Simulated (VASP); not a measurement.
**VASP inputs for LiH (strained rocksalt)**

INCAR

```
ALGO = Normal
ISIF = 2
METAGGA = R2SCAN
PREC = Accurate
NBANDS = 9
ENCUT = 520
NELM = 120
ISMEAR = 0
LWAVE = .FALSE.
NSW = 0
LASPH = .TRUE.
LCHARG = .FALSE.
LREAL = .FALSE.
EDIFF = 1E-7
SIGMA = 0.01
IBRION = -1
```

KPOINTS

```
KPOINTS created by Atomic Simulation Environment
0
Gamma
10 10 10
0 0 0
```

KPOINTS_OPT

```
special points
7
Reciprocal
0.0000000000 0.0000000000 0.0000000000 1
0.5000000000 0.0000000000 0.5000000000 1
0.6250000000 0.2500000000 0.6250000000 1
0.3750000000 0.3750000000 0.7500000000 1
0.5000000000 0.5000000000 0.5000000000 1
0.5000000000 0.2500000000 0.7500000000 1
0.0000000000 0.5000000000 0.5000000000 1
```

POSCAR

```
Li H
 1.0000000000000000
     0.0000000000000000    1.9028450990000001    1.9028450990000001
     1.9028450990000001    0.0000000000000000    1.9028450990000001
     1.9028450990000001    1.9028450990000001    0.0000000000000000
 Li  H
   1   1
Cartesian
  0.0000000000000000  0.0000000000000000  0.0000000000000000
  1.9028450990000001  1.9028450990000001  1.9028450990000001
```

VASP ran with the recommended PBE PAW datasets (4 valence electrons in the cell).

Problem. What does this run give?

Solution. gap between bands v and c 3.47 eV; least direct gap 3.47 eV; pressure 6.1 GPa.

Band v is the last that the valence electrons fill when counted band by band, and c is the next. Levels in eV from the top of v:

```csv
point,v−1,v,c,c+1
Γ,-45.53,-6.09,19.79,21.11
X,-45.43,0.00,3.47,12.57
K,-45.43,-0.65,4.80,8.96
L,-45.45,-3.11,6.02,16.42
W,-45.43,-0.32,6.12,6.12
```
